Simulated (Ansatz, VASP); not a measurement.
One calculation of LiS12, two programs

File INCAR:

```
PREC     = Accurate       # precision mode
ENCUT    = 520            # plane-wave cutoff, eV
EDIFF    = 1E-6           # SCF threshold, eV
ISMEAR   = 0              # smearing method
SIGMA    = 0.1            # smearing width, eV
LREAL    = False          # projectors in reciprocal space
LASPH    = True           # aspherical terms in the spheres
NELM     = 80             # most SCF steps
ALGO     = Normal         # electronic algorithm
ISIF     = 2              # what is computed and relaxed
LWAVE    = False          # write WAVECAR
LCHARG   = False          # write CHGCAR
GGA      = PE             # functional
IVDW     = 12             # dispersion correction
NBANDS   = 50             # bands
```

Contents of KPOINTS:

```
regular mesh
0
Gamma
  3 3 4
```

The input POSCAR:

```
LiS12
1.0
    5.8663475800      0.0000000000      0.0000000000
   -2.9331737900      5.0804060300      0.0000000000
    0.0000000000      0.0000000000      7.3964924200
Li S
1 12
Direct
    0.0000000000      0.0000000000      0.0000000000
    0.0000000000      0.6666666700      0.8512808600
    0.6666666700      0.0000000000      0.8512808600
    0.3333333300      0.3333333300      0.8512808600
    0.6666666700      0.6666666700      0.7007708400
    0.3333333300      0.0000000000      0.7007708400
    0.0000000000      0.3333333300      0.7007708400
    0.0000000000      0.6666666700      0.2992291600
    0.6666666700      0.0000000000      0.2992291600
    0.3333333300      0.3333333300      0.2992291600
    0.6666666700      0.6666666700      0.1487191400
    0.3333333300      0.0000000000      0.1487191400
    0.0000000000      0.3333333300      0.1487191400
```

Input for Ansatz:

```yaml
crystal:
  lattice:
    - [5.86634758, 0.0, 0.0]
    - [-2.93317379, 5.08040603, 0.0]
    - [0.0, 0.0, 7.39649242]
  atoms:
    - { symbol: Li, position: [0.0, 0.0, 0.0] }
    - { symbol: S, position: [0.0, 0.66666667, 0.85128086] }
    - { symbol: S, position: [0.66666667, 0.0, 0.85128086] }
    - { symbol: S, position: [0.33333333, 0.33333333, 0.85128086] }
    - { symbol: S, position: [0.66666667, 0.66666667, 0.70077084] }
    - { symbol: S, position: [0.33333333, 0.0, 0.70077084] }
    - { symbol: S, position: [0.0, 0.33333333, 0.70077084] }
    - { symbol: S, position: [0.0, 0.66666667, 0.29922916] }
    - { symbol: S, position: [0.66666667, 0.0, 0.29922916] }
    - { symbol: S, position: [0.33333333, 0.33333333, 0.29922916] }
    - { symbol: S, position: [0.66666667, 0.66666667, 0.14871914] }
    - { symbol: S, position: [0.33333333, 0.0, 0.14871914] }
    - { symbol: S, position: [0.0, 0.33333333, 0.14871914] }
basis:
  ecutwfc: 420
kpoints:
  mp_grid: { grid: [3, 3, 4] }
hamiltonian:
  xc: pbe
  dispersion: d3bj
scf:
  occupations: { method: gaussian, width: 0.1 }
  lower_state_search: "off"
output:
  forces: true
  stress: true
  eigenvalues: true
```

Alike in both runs: task single point; functional PBE; dispersion D3(BJ); k mesh 3 × 3 × 4; occupations gaussian, width 0.1 eV; no spin polarisation.

|  | VASP | Ansatz |
| --- | --- | --- |
| version | VASP 6.6.1 | Ansatz 0.2.0 |
| potentials or method | VASP PAW PBE potentials, release 64 (Li_sv, S) | scalar-relativistic, plane waves, PAW |
| plane-wave cutoff (eV) | 520 | 420 |
| valence electrons in the cell | 75 | 75 |

|  | VASP | Ansatz | Ansatz less VASP |
| --- | --- | --- | --- |
| gap on the k mesh at the Fermi level (eV) | none | none | - |
| rms of the force components (eV/Å) | 0.295 | 0.293 | -0.0025 |

Atom by atom the forces differ by 0.015 eV/Å (rms over components). A gap of «none» marks a metal or a gap that the smearing closes.

Caveats: the k mesh is coarse (spacing up to 0.41 Å⁻¹), so the values aren't converged.
